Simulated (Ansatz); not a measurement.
Runs of Ansatz 0.2.0 on CdF2. It takes space group Fm-3m (No. 225, cubic). The conventional cell has a = 5.388 Å, b = 5.388 Å, c = 5.388 Å, α = 90.00°, β = 90.00°, γ = 90.00°. Cd (site symmetry m-3m) is surrounded by 8 F at 2.33 Å. F (site symmetry -43m) has 4 Cd at 2.33 Å as nearest neighbours. 

| task | level | cell | k mesh | points for each segment of the path | gap on the mesh (eV) | pressure (GPa) | relaxed volume (Å³/atom) |
| --- | --- | --- | --- | --- | --- | --- | --- |
| relaxation of cell and atoms | PBEsol+D3(BJ) | relaxed | 9 × 9 × 9 | - | 3.03 | 0.0 | 12.80 |
| relaxation of cell and atoms | PBEsol+D4 | relaxed | 9 × 9 × 9 | - | (a) | 0.0 | 12.86 |
| band structure | B3LYP | as given | 5 × 5 × 5 | 4 | 5.49 | 4.4 | - |
| band structure | HSE06 | as given | 5 × 5 × 5 | 4 | (b) | (c) | - |

Alike in all rows: potentials or basis Ansatz PAW; no spin polarisation; cutoff (eV) 420; smearing fermi-dirac 0.05 eV.

Task: Fill in the values left out.

Result: (a) 3.01; (b) 5.30; (c) 1.8.

Caveats: the PAW data sets come from PBE, with cores solved anew for the run's functional, which leaves a small shift of forces and pressure; odd divisions of the mesh miss points on the zone boundary, where band edges often lie, so the gap on the mesh can be too wide (some runs); the plane-wave basis is chosen anew once the cell has moved, so the energies of steps on either side of that aren't comparable (some runs); the k mesh misses the band edges, so the gap on the mesh is wider than the one along the path (some runs); the thresholds are loose for stress (some runs).

A k mesh can miss the band edges, and the runs leave out spin-orbit coupling on Cd.

Runs at the PBE level aren't shown here.
